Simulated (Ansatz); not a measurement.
Born–Oppenheimer molecular dynamics of a periodic cell of 16 atoms, WC (start crystal WC, start structure P-6m2, volume 1.1 times the crystal's). It goes on from the last frame of an earlier run, with new velocities.

Theory: Ansatz 0.2.0, DFT PBE, scalar-relativistic, plane waves, PAW. Settings: accuracy low, PAW set soft_1, cutoff 420 eV, k mesh 2x2x2, fermi-dirac smearing 0.24 eV, no spin polarisation.

- ensemble: NVT, Nosé–Hoover chain
- time step: 1 fs
- steps asked: 220
- set temperature: 1680 K
- thermostat: time constant 100 fs, chain length 3
- seed: 65589

First frame:

```xyz
16
Lattice="-2.9367 -5.0864 0.0000 4.4050 -2.5432 0.0000 0.0000 0.0000 5.7685" Properties=species:S:1:pos:R:3
W -0.058 -5.239 -0.193
C 1.585 -4.170 1.306
W 0.025 -5.063 2.772
C 1.457 -4.462 4.213
W -1.345 -2.695 -0.151
C -0.054 -1.630 1.481
W -1.545 -2.646 2.679
C 0.104 -1.837 4.037
W 1.422 -2.617 0.123
C 2.998 -1.708 1.684
W 1.539 -2.684 2.980
C 2.724 -1.866 4.332
W -0.110 0.051 -0.035
C -1.577 -4.330 1.210
W 0.025 -0.111 2.760
C -1.516 -4.261 4.318
```

(1) What does the run give?

(2) What happens to the structure?

(3) How do temperature and energy run in time?

Results:

(1) All steps were run.

```
steps done                                               : 220
time covered                                             : 220 fs
mean temperature over the second half                    : 1574 K
spread of the potential energy over the second half      : 22.1 meV per atom
mean potential energy of the second half above the start : -98.8 meV per atom
```

The conserved energy stayed within 0.35 meV per atom of its start (net change -0.25 meV per atom), so the integration is sound. A run of 0.22 ps of so small a system gives no equilibrium averages. Limits of this set-up: coarse k mesh, low accuracy level.

(2) Mean squared displacements from the first frame to the last, about the centre of mass: W 0.03 Å², C 0.08 Å². The details hang on the random start.

(3) 
```json
{"time (fs)": "0.0", "T (K)": "1680", "potential energy less start (eV)": "0.000", "conserved less start (meV/atom)": "0.00"}
{"time (fs)": "18.0", "T (K)": "2574", "potential energy less start (eV)": "-1.766", "conserved less start (meV/atom)": "-0.18"}
{"time (fs)": "36.0", "T (K)": "2215", "potential energy less start (eV)": "-1.229", "conserved less start (meV/atom)": "-0.11"}
{"time (fs)": "54.0", "T (K)": "1827", "potential energy less start (eV)": "-0.720", "conserved less start (meV/atom)": "-0.15"}
{"time (fs)": "72.0", "T (K)": "1643", "potential energy less start (eV)": "-0.565", "conserved less start (meV/atom)": "-0.16"}
{"time (fs)": "90.0", "T (K)": "1481", "potential energy less start (eV)": "-0.459", "conserved less start (meV/atom)": "-0.07"}
{"time (fs)": "108.0", "T (K)": "1889", "potential energy less start (eV)": "-1.488", "conserved less start (meV/atom)": "-0.21"}
{"time (fs)": "126.0", "T (K)": "2070", "potential energy less start (eV)": "-2.096", "conserved less start (meV/atom)": "-0.28"}
{"time (fs)": "144.0", "T (K)": "1648", "potential energy less start (eV)": "-1.541", "conserved less start (meV/atom)": "-0.17"}
{"time (fs)": "162.0", "T (K)": "1413", "potential energy less start (eV)": "-1.336", "conserved less start (meV/atom)": "-0.18"}
{"time (fs)": "180.0", "T (K)": "1462", "potential energy less start (eV)": "-1.598", "conserved less start (meV/atom)": "-0.30"}
{"time (fs)": "198.0", "T (K)": "1521", "potential energy less start (eV)": "-1.802", "conserved less start (meV/atom)": "-0.31"}
{"time (fs)": "216.0", "T (K)": "1453", "potential energy less start (eV)": "-1.731", "conserved less start (meV/atom)": "-0.16"}
```

Run time: 17 min on 1 thread of Arm Neoverse V2 (shared host), peak memory 0.51 GiB.
